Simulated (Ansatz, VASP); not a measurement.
**HfN: VASP beside Ansatz**

The input INCAR:

```
SYSTEM = HfN
  PREC = Accurate
  ENCUT = 520
  EDIFF = 1E-6
  ISMEAR = 0
  SIGMA = 0.1
  LREAL = .False.
  LASPH = .True.
  NELM = 60
  ALGO = Normal
  ISIF = 2
  LWAVE = .False.
  LCHARG = .True.
  GGA = PE
  LELF = .True.
  LVHAR = .True.
  NBANDS = 14
```

Contents of KPOINTS:

```
regular mesh
0
Gamma
  18 18 18
  0 0 0
```

Contents of POSCAR:

```
HfN
1.0
    0.0000000000      2.2590000000      2.2590000000
    2.2590000000      0.0000000000      2.2590000000
    2.2590000000      2.2590000000      0.0000000000
Hf N
1 1
Direct
    0.0000000000      0.0000000000      0.0000000000
    0.5000000000      0.5000000000      0.5000000000
```

Input for Ansatz:

```yaml
crystal:
  lattice:
    - [0.0, 2.259, 2.259]
    - [2.259, 0.0, 2.259]
    - [2.259, 2.259, 0.0]
  atoms:
    - { symbol: Hf, position: [0.0, 0.0, 0.0] }
    - { symbol: "N", position: [0.5, 0.5, 0.5] }
basis:
  ecutwfc: 420
kpoints:
  mp_grid: { grid: [18, 18, 18] }
hamiltonian:
  xc: pbe
scf:
  occupations: { method: gaussian, width: 0.1 }
output:
  forces: true
  stress: true
  eigenvalues: true
```

Alike in both runs: task single point; functional PBE; k mesh 18 × 18 × 18; occupations gaussian, width 0.1 eV; no spin polarisation.

|  | VASP | Ansatz |
| --- | --- | --- |
| version | VASP 6.6.1 | Ansatz 0.2.0 |
| potentials or method | VASP PAW PBE potentials, release 64 (Hf_pv, N) | scalar-relativistic, plane waves, PAW |
| plane-wave cutoff (eV) | 520 | 420 |
| valence electrons in the cell | 15 | 31 |

Ansatz gave:

```
gap on the k mesh at the Fermi level (eV) : none
pressure (GPa)                            : 5.4
```

Task: Which values does VASP return?

Result: gap on the k mesh at the Fermi level (eV): none; pressure (GPa): 3.0.

A gap of «none» marks a metal or a gap that the smearing closes. The two sets of potentials don't hold the same shells in valence.

The runs have no spin-orbit coupling, so splittings on Hf are missing.
